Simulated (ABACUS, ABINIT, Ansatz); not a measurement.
## Cost and result for the band gap of Si

**What was measured.** The band gap of Si (Fd-3m) is reported as 1.1 eV (arxiv:1111.5263). The runs below try to reproduce it.

The structure is cubic, space group Fd-3m (No. 227). The conventional cell has a = 5.444 Å, b = 5.444 Å, c = 5.444 Å, α = 90.00°, β = 90.00°, γ = 90.00°. Around Si (site symmetry -43m) lie 4 Si at 2.36 Å.

| rung | level | program and potentials | cutoff (eV) | k mesh | task | core time | chip | band gap (eV) | miss (eV) | notes |
| --- | --- | --- | --- | --- | --- | --- | --- | --- | --- | --- |
| LDA | LDA | Ansatz, Ansatz PAW | 420 | 8 × 8 × 8 | band structure | 2.3 s | Intel Xeon Platinum 8488C Sapphire Rapids | 0.48 | -0.62 | potentials made for PBE, which Ansatz adapts in part; from the band path |
| GGA | PBE | Ansatz, Ansatz PAW | 420 | 8 × 8 × 8 | band structure | 2.8 s | Intel Xeon Platinum 8488C Sapphire Rapids | 0.58 | -0.52 | from the band path |
| meta-GGA | r2SCAN | Ansatz, Ansatz PAW | 500 | 8 × 8 × 8 | band structure | 3.4 s | Intel Xeon Platinum 8488C Sapphire Rapids | 0.77 | -0.33 | potentials made for PBE, which Ansatz adapts in part; from the band path |
| GGA | PBE | ABACUS, PseudoDojo NC SR 0.4.1 PBE standard, plane waves | 490 | 8 × 8 × 8 | single point | 3.8 s | Intel Xeon Platinum 8559C Emerald Rapids | 0.62 | -0.48 | mesh may miss the edge |
| GGA | WC | ABINIT, JTH PAW PBE v2.0 | 408 | 8 × 8 × 8 | band structure | 28 s | Intel Xeon 6975P-C Granite Rapids | 0.49 | -0.61 | potentials made for PBE; from the band path |

Times are single runs on shared hosts and different chips, so they are rough; meshes, cutoffs and the tasks' sizes weigh on the time. All rows: no spin polarisation. Gaps are the least found on the k mesh or the band path, and a mesh can miss the band edges. The cell comes from a database and isn't always the measured one. All levels ran on this one cell, unrelaxed unless noted. Meshes are those of the run's cell of 2 atoms unless a note names another. Misses use the values as printed. Runs on faulty files, with rough fits or with known faults for this quantity aren't shown. No row holds spin-orbit coupling.

By rung: LDA 0.48; GGA 0.49 to 0.62; meta-GGA 0.77 (eV). Measured: 1.1 eV (arxiv:1111.5263). Closest is r2SCAN (-0.33 eV), and PBE misses by -0.52 to -0.48 eV on plain settings. LDA and GGA gaps fall short mostly because these functionals lack the derivative discontinuity; the runs are for a static lattice, while measurements hold temperature and zero-point motion.
